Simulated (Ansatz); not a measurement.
## BeS (F-43m): a volume series of phonon spectra: lattice dynamics at this volume, V/V0 1.03

Ansatz 0.2.0; DFT LDA, scalar-relativistic, plane waves, PAW.

Phonons at this volume give one point of F(V, T); meshes stay fixed along the series.

The database entry behind the starting cell differs from later determinations by our own check (0.1 to 0.3 % short, probably kX units), so it need not match the best structure at ambient conditions.

input.yaml reads:

```yaml
crystal:
  lattice:
    - [0.0, 2.4219475513, 2.4219475513]
    - [2.4219475513, 0.0, 2.4219475513]
    - [2.4219475513, 2.4219475513, 0.0]
  atoms:
    - { symbol: Be, position: [0.0, 0.0, 0.0] }
    - { symbol: S, position: [0.25, 0.25, 0.25] }
kpoints:
  mp_grid: { grid: [8, 8, 8] }
hamiltonian:
  xc: lda
scf:
  occupations: { method: fixed }
output:
  eigenvalues: true
phonons:
  method: dfpt
  dielectric: true
  rigid_motions: translations
  qmesh: [4, 4, 4]
  temperatures: { t_max: 1000, t_step: 50 }
  qpath:
    path:
      - [[0.0, 0.0, 0.0], [-0.5, -0.5, 0.0], [-0.375, -0.375, 0.25]]
      - [[-0.375, 0.0, 0.375], [0.0, 0.0, 0.0], [0.0, 0.0, 0.5], [-0.5, -0.25, 0.25], [-0.5, -0.5, 0.0]]
    npoints: 10
```

On the command line:

```bash
> ansatz run input.yaml --threads 4 --pin off --max-ram 8192MiB --backend cpu --events-out ev --progress --plain --runs-dir out
```

Before running it: what should come out for the phonon branches?

With 2 atoms in the cell there are 6 branches, three of them acoustic and zero at Γ. The masses differ by a factor of 3.6 (S against Be): the 3 top branches, three for each Be, split off, and on this path no mode lies between 366 and 512 cm⁻¹.

LO-TO term included. The phonon branches at the labelled points (cm⁻¹):

```csv
point,branch 1,branch 2,branch 3,branch 4,branch 5,branch 6
Γ,0,0,0,568,568,661
halfway,172,172,254,535,535,658
X,231,231,366,512,512,656
halfway,229,253,358,514,514,640
U,221,292,338,519,520,608
jump to K,221,292,338,519,520,608
halfway,146,201,263,550,554,619
Γ,0,0,0,568,568,661
halfway,124,124,250,555,555,639
L,164,164,364,548,548,610
halfway,206,248,346,528,547,586
W,270,280,325,519,543,572
halfway,250,251,350,515,518,624
X,231,231,366,512,512,656
```

The phonon branches as a text plot (rows in cm⁻¹):

```
    647 |***************         ************                 ***
    619 |               ***     *            ******          *
    592 |                  *****                   ******   *
    564 |****                   **************           ***
    537 |    ****          ******             ***************
    509 |        **********                            **********
    482 |
    454 |
    427 |
    399 |
    372 |           ***                         ****           **
    344 |         **   ****                    *    *****   ***
    317 |        *         ****               *          ***
    289 |       *        ****  *             *          ****
    261 |      *       **    ** *           *         ** *****
    234 |         *********    * *                   * **     ***
    206 |    ** **         **   *          *        * *
    179 |      *             ***  **              ****
    151 |   ***                 **        *  *****
    124 |  **                    ****       *
     96 |                         ***    * *
     69 | **                        **  ***
     41 | *                          *  *
     14 |*                            **
         Γ           X  U|K            Γ         L        W     X
```

[Logs are printed without paths, hosts, clocks, repeated set-up lines and the standing remarks that a program may print on its own settings, such as how far it seeks lower states.]

[Hosts, paths, dates, database ids (printed as entryN), source tags and the programs' standing remarks are cut or masked in the printed files.]

[A step with changed settings may run another functional than the one named; its input shows which.]

[Of the runs on displaced cells, only some may be shown.]
